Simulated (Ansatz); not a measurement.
InP: do energies and stresses tell the same story?

All numbers below come from DFT PBE, scalar-relativistic, plane waves, PAW in Ansatz 0.2.0.

Plane waves to 420 eV, a k mesh through Γ of 10×10×10 on the computed 2-atom cell and Gaussian smearing (0.02 eV); no spin polarisation.

Relaxed cell: F-43m, a = 5.960 Å, b = 5.960 Å, c = 5.960 Å, α = 90.00°, β = 90.00°, γ = 90.00°, 2 atoms in the primitive cell.

Energies at zero smearing and pressures from the stress tensor, at volumes with shape and atoms relaxed:
```json
{"V (Å³/atom)": "24.877", "E − E(first) (meV/atom)": "0.00", "P (GPa)": "4.23"}
{"V (Å³/atom)": "25.671", "E − E(first) (meV/atom)": "-15.09", "P (GPa)": "1.92"}
{"V (Å³/atom)": "26.465", "E − E(first) (meV/atom)": "-19.67", "P (GPa)": "-0.02"}
{"V (Å³/atom)": "27.258", "E − E(first) (meV/atom)": "-15.40", "P (GPa)": "-1.66"}
{"V (Å³/atom)": "28.052", "E − E(first) (meV/atom)": "-3.67", "P (GPa)": "-3.03"}
```

Q: Check P = −dE/dV between neighbouring volumes, and get the bulk modulus from the pressures alone.

A: With 1 eV/Å³ = 160.2 GPa:
```tsv
middle V (Å³/atom)	−ΔE/ΔV (GPa)	mean P (GPa)
25.274	3.044	3.077
26.068	0.924	0.952
26.861	-0.861	-0.839
27.655	-2.367	-2.346
```

The two differ by 0.03 GPa at most. The mean of two end pressures misses the average over a step by about ΔV² P″/12, up to 0.03 GPa here; with that taken off 0.00 GPa remains. Around V = 26.465 Å³/atom, the two neighbours give B = −V ΔP/ΔV = 26.465 × 3.58 / 1.588 = 59.7 GPa, against B0 = 59.5 GPa from the Birch–Murnaghan fit of the energies.